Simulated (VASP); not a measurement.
# KI (Fm-3m) in VASP: further runs, part 2 of 2

VASP 6.6.1.

## (4) Single point, PBE

INCAR

```
PREC = Accurate
ENCUT = 350
EDIFF = 1E-6
ISMEAR = 0
SIGMA = 0.05
LREAL = False
LASPH = True
NELM = 100
ALGO = Normal
ISIF = 2
LWAVE = False
LCHARG = False
GGA = PE
NBANDS = 15
ADDGRID = False
```

KPOINTS

```
regular mesh
0
Gamma
  5 5 5
```

POSCAR

```
KI
1.0
    0.0000000000      3.5327750000      3.5327750000
    3.5327750000      0.0000000000      3.5327750000
    3.5327750000      3.5327750000      0.0000000000
I K
1 1
Direct
    0.5000000000      0.5000000000      0.5000000000
    0.0000000000      0.0000000000      0.0000000000
```

Potentials or basis: VASP PAW PBE potentials, release 64 (I, K_sv).

Run with:

```
$ cat potpaw_PBE.64/I/POTCAR potpaw_PBE.64/K_sv/POTCAR > POTCAR
$ mpirun -np 1 vasp_std > vasp.out
```

OUTCAR:

```text
PREC = Accurate
   ENCUT = 350
   EDIFF = 1E-6
   ISMEAR = 0
   LREAL = False
   LASPH = True
   NELM = 100
   ISIF = 2
   GGA = PE

 Found     10 irreducible k-points:

 Following reciprocal coordinates:
            Coordinates               Weight
  0.000000  0.000000  0.000000      1.000000
  0.200000  0.000000  0.000000      8.000000
  0.400000  0.000000  0.000000      8.000000
  0.200000  0.200000  0.000000      6.000000
  0.400000  0.200000  0.000000     24.000000
 -0.400000  0.200000  0.000000     24.000000
   k-points           NKPTS =     10   k-points in BZ     NKDIM =     10   number of bands    NBANDS=     15
   number of dos      NEDOS =    301   number of ions     NIONS =      2
   total plane-waves  NPLWV =  27000
   dimension x,y,z NGX =    30 NGY =   30 NGZ =   30
   dimension x,y,z NGXF=    60 NGYF=   60 NGZF=   60
   ions per type =               1   1
   NGX,Y,Z   is equivalent  to a cutoff of   9.98,  9.98,  9.98 a.u.
   NGXF,Y,Z  is equivalent  to a cutoff of  19.97, 19.97, 19.97 a.u.
 SYSTEM =  unknown system
   PREC   = accura    normal or accurate (medium, high low for compatibility)
   ISTART =      0    job   : 0-new  1-cont  2-samecut
   ICHARG =      2    charge: 1-file 2-atom 10-const
   ISPIN  =      1    spin polarized calculation?
   LNONCOLLINEAR =      F non collinear calculations
   LSORBIT =      F    spin-orbit coupling
   LASPH  =      T    aspherical Exc in radial PAW
   ENCUT  =  350.0 eV  25.72 Ry    5.07 a.u.   7.62  7.62  7.62*2*pi/ulx,y,z
   NELM   =    100;   NELMIN=  2; NELMDL= -5     # of ELM steps
   EDIFF  = 0.1E-05   stopping-criterion for ELM
   LREAL  =      F    real-space projection
   EDIFFG = 0.1E-04   stopping-criterion for IOM
   NSW    =      0    number of steps for IOM
   IBRION =     -1    ionic relax: 0-MD 1-quasi-New 2-CG
   NFREE  =      0    steps in history (QN), initial steepest desc. (CG)
   ISIF   =      2    stress and relaxation
   ISYM   =      2    0-nonsym 1-usesym 2-fastsym
   POTIM  = 0.5000    time-step for ionic-motion
   TEBEG  =    0.0;   TEEND  =   0.0 temperature during run
   PSTRESS=    0.0 pullay stress
   NELECT =      16.0000    total number of electrons
   NUPDOWN=      -1.0000    fix difference up-down
   EMIN   =  10.00;   EMAX   =-10.00  energy-range for DOS
   EFERMI =   0.00;   METHOD = LEGACY
   ISMEAR =     0;   SIGMA  =   0.05  broadening in eV -4-tet -1-fermi 0-gaus
   EFERMI_NEDOS =   21; number of points for ismear=-14 and -15
   IALGO  =     38    algorithm
   IMIX   =      4    mixing-type and parameters
     AMIX     =   0.40;   BMIX     =  1.00
     AMIX_MAG =   1.60;   BMIX_MAG =  1.00
  volume/ion in A,a.u.               =      44.09       297.54
  Fermi-wavevector in a.u.,A,eV,Ry     =   0.926806  1.751409 11.686988  0.858969
  Thomas-Fermi vector in A             =   2.052808
   LORBIT       =      0    0 simple, 1 ext, 2 COOP (PROOUT), +10 PAW based schemes
   GGA     = PE    functional components
   LHFCALC =     F    Hartree Fock is set to
   AEXX    =    0.0000 exact exchange contribution
   IVDW    =     0    specifies the selected vdW correction
   LEPSILON=     F    determine dielectric tensor
   LRPA    =     F    only Hartree local field effects (RPA)
 non-spin polarized calculation
 Gauss-broadening in eV      SIGMA  =   0.05
  energy-cutoff  :      350.00
  volume of cell :       88.18
 maximum number of plane-waves:      1363
   NGX = 15   NGY = 15   NGZ = 15

 number of electron      16.0000001 magnetization

 Free energy of the ion-electron system (eV)
  ---------------------------------------------------
  ext. energy  EPLUGINS =         0.00000000
  ---------------------------------------------------
  free energy    TOTEN  =        -5.55600691 eV

  energy without entropy =       -5.55600691  energy(sigma->0) =       -5.55600691

 E-fermi :  -0.0826     XC(G=0):  -7.1778

 val. band max:       -0.4154214872   @ k =   0.0000   0.0000   0.0000
 cond. band min:       3.5478053021   @ k =   0.0000   0.0000   0.0000
 fundamental gap:      3.9632267893
 Fermi energy:        -0.0825564154

 k-point     1 :       0.0000    0.0000    0.0000
  band No.  band energies     occupation
      1     -28.9182      2.00000
      2     -12.4054      2.00000
      3     -12.4054      2.00000
      4     -12.4054      2.00000
      5     -10.9173      2.00000
      6      -0.4154      2.00000
      7      -0.4154      2.00000
      8      -0.4154      2.00000
      9       3.5478      0.00000
     10       6.0819      0.00000
     11       6.0819      0.00000
     12       6.0819      0.00000
     13       6.7986      0.00000
     14       6.7986      0.00000
     15       9.3719      0.00000

 k-point     2 :       0.2000    0.0000    0.0000
  band No.  band energies     occupation
      1     -28.9175      2.00000
      2     -12.4606      2.00000
      3     -12.4061      2.00000
      4     -12.4061      2.00000
      5     -10.8179      2.00000
      6      -0.9706      2.00000
      7      -0.5390      2.00000
      8      -0.5390      2.00000
      9       4.3714      0.00000
     10       6.0306      0.00000
     11       6.4897      0.00000
     12       6.4897      0.00000
     13       7.2532      0.00000
     14       7.2532      0.00000
     15      10.3073      0.00000

 k-point     3 :       0.4000    0.0000    0.0000
  band No.  band energies     occupation
      1     -28.9163      2.00000
      2     -12.5389      2.00000
      3     -12.4074      2.00000
      4     -12.4074      2.00000
      5     -10.6654      2.00000
      6      -1.6369      2.00000
      7      -0.7218      2.00000
      8      -0.7218      2.00000
      9       5.0482      0.00000
     10       7.0195      0.00000
     11       7.4075      0.00000
     12       7.4075      0.00000
     13       8.2410      0.00000
     14       8.2410      0.00000
     15       8.9852      0.00000

 k-point     4 :       0.2000    0.2000    0.0000
  band No.  band energies     occupation
      1     -28.9172      2.00000
      2     -12.4528      2.00000
      3     -12.4115      2.00000
      4     -12.4115      2.00000
      5     -10.8128      2.00000
      6      -1.0361      2.00000
      7      -0.5627      2.00000
      8      -0.5627      2.00000
      9       4.5450      0.00000
     10       5.3437      0.00000
     11       7.0035      0.00000
     12       7.0035      0.00000
     13       7.0563      0.00000
     14       7.5440      0.00000
     15      10.1215      0.00000

 k-point     5 :       0.4000    0.2000    0.0000
  band No.  band energies     occupation
      1     -28.9162      2.00000
      2     -12.4954      2.00000
      3     -12.4153      2.00000
      4     -12.4143      2.00000
      5     -10.7221      2.00000
      6      -1.4154      2.00000
      7      -0.8005      2.00000
      8      -0.7093      2.00000
      9       5.1581      0.00000
     10       5.7939      0.00000
     11       7.2741      0.00000
     12       7.4834      0.00000
     13       8.0764      0.00000
     14       8.2337      0.00000
     15       9.5769      0.00000

 k-point     6 :      -0.4000    0.2000    0.0000
  band No.  band energies     occupation
      1     -28.9159      2.00000
      2     -12.5180      2.00000
      3     -12.4226      2.00000
      4     -12.4106      2.00000
      5     -10.6718      2.00000
      6      -1.5463      2.00000
      7      -0.9521      2.00000
      8      -0.7749      2.00000
      9       5.5638      0.00000
     10       6.5793      0.00000
     11       7.0486      0.00000
     12       7.8330      0.00000
     13       8.0823      0.00000
     14       8.4891      0.00000
     15       9.4799      0.00000

 [... further k-points ...]
[... 5 lines left out ...]
  --------------------------------------------------------------------------------------
  -------------------------------------------------------------------------------------
  Total        0.3159248      0.3159248      0.3159248     -0.0000000      0.0000000      0.0000000
  in kB        5.7400584      5.7400584      5.7400584     -0.0000000      0.0000000      0.0000000
  external PRESSURE =       5.7400584 kB  Pullay stress =       0.0000000 kB

 VOLUME and BASIS-vectors are now :
 -----------------------------------------------------------------------------
  energy-cutoff  :      350.00
  volume of cell :       88.18
      direct lattice vectors                 reciprocal lattice vectors
     0.000000000  3.532775000  3.532775000    -0.141531799  0.141531799  0.141531799
     3.532775000  0.000000000  3.532775000     0.141531799 -0.141531799  0.141531799
     3.532775000  3.532775000  0.000000000     0.141531799  0.141531799 -0.141531799

 POSITION                                       TOTAL-FORCE (eV/Angst)
 -----------------------------------------------------------------------------------
      3.53277      3.53277      3.53277         0.000000     -0.000000      0.000000
      0.00000      0.00000      0.00000        -0.000000      0.000000      0.000000
 -----------------------------------------------------------------------------------
    total drift:                               -0.000000      0.000000      0.000000

  FREE ENERGIE OF THE ION-ELECTRON SYSTEM (eV)
  ---------------------------------------------------
  free  energy   TOTEN  =        -5.5560069073 eV

  energy  without entropy=       -5.5560069073  energy(sigma->0) =       -5.55600691
```

Wall time 9.8 s (1 thread of Intel Xeon Platinum 8259CL at 2.50GHz (Skylake/Cascade Lake), shared host); peak memory 0.16 GiB.

These settings aren't checked as converged: the numbers below hold their error.

Results:

| Item | Value |
| --- | --- |
| Free energy | -5.5560 eV |
| Pressure | 0.6 GPa |
| Band gap on the k mesh | 3.96 eV, direct |

Caveat: spin-orbit coupling is left out, which moves the levels of the heavy elements.

## (5) Single point, PBE

INCAR, as its differences from that of step 4:

```diff
@@ -1,3 +1,3 @@
 PREC = Accurate
-ENCUT = 350
+ENCUT = 550
 EDIFF = 1E-6
```

KPOINTS

```
regular mesh
0
Gamma
  4 4 4
```

POSCAR is that of step 4.

Run with:

```
$ cat potpaw_PBE.64/I/POTCAR potpaw_PBE.64/K_sv/POTCAR > POTCAR
$ mpirun -np 1 vasp_std > vasp.out
```

Run time: 16 s. Hardware: 1 thread of Intel Xeon Platinum 8259CL at 2.50GHz (Skylake/Cascade Lake), shared host; peak memory 0.23 GiB.

The run converged, but some of its settings lie outside the range that counts as converged, so its numbers aren't taken as properties of the crystal.

Results:

```
Free energy            : -5.5556 eV
Pressure               : 0.6 GPa
Band gap on the k mesh : 3.96 eV, direct
```

Caveat: spin-orbit coupling is left out, which moves the levels of the heavy elements.
